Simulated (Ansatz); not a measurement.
**Calculated field gradients at the nuclei for TiO2**

The cell is a Materials Project structure (computed, not necessarily an observed phase).

Space group I4/m (No. 87); a = 8.7015, c = 3.7751 Å.

| site | Wyckoff | site symmetry | x | y | z |
| --- | --- | --- | --- | --- | --- |
| Ti | 8h | m.. | 0.0029 | 0.2923 | 0.0000 |
| O5 | 8h | m.. | 0.1508 | 0.4989 | 0.0000 |
| O6 | 8h | m.. | 0.3404 | 0.6617 | 0.5000 |

One atom of each set is listed; the run and its k-mesh use a cell of 12 atoms with edges of 6.44, 6.44, 6.44 Å.

All values are calculated (Ansatz; DFT, r2SCAN, plane waves and PAW, scalar-relativistic, 500 eV cutoff, Γ-centred 7×7×7 k-points, Fermi–Dirac smearing 0.02 eV), not measured.

V_zz is the principal component of the electric field gradient with the largest magnitude, η = (V_xx − V_yy)/V_zz and C_Q = eQV_zz/h.

Ti-47: I = 5/2, Q = 302.0 mb; O-17: I = 5/2, Q = -25.58 mb. Nuclear quadrupole moments: year-2017 set (Pyykkö).

Task: What field gradients does the calculation give at each kind of site?

Result: 

```json
{"site": "Ti", "atoms": "4", "first shell": "6 O at 1.80–2.26 Å", "V_zz (10²¹ V/m²)": "1.30", "η": "0.31", "C_Q (MHz)": "9.52"}
{"site": "O5", "atoms": "4", "first shell": "4 Ti at 1.95–2.26 Å", "V_zz (10²¹ V/m²)": "-3.21", "η": "0.43", "C_Q (MHz)": "1.99"}
{"site": "O6", "atoms": "4", "first shell": "2 Ti at 1.80–1.81 Å, angle 169°", "V_zz (10²¹ V/m²)": "1.77", "η": "0.83", "C_Q (MHz)": "-1.09"}
```

The largest force is 0.3 eV/Å, so the atoms aren't at the calculated equilibrium and relaxing them would move these values.

The run took 51 s of wall time (51 s of CPU time) and 1.2 GiB at its peak, on 1 thread of Intel Xeon Platinum 8488C (Sapphire Rapids) (x86_64; 48 cores open to the job, memory cap 2.5 GiB, no GPU), a shared host with a load of 0.4 a core.
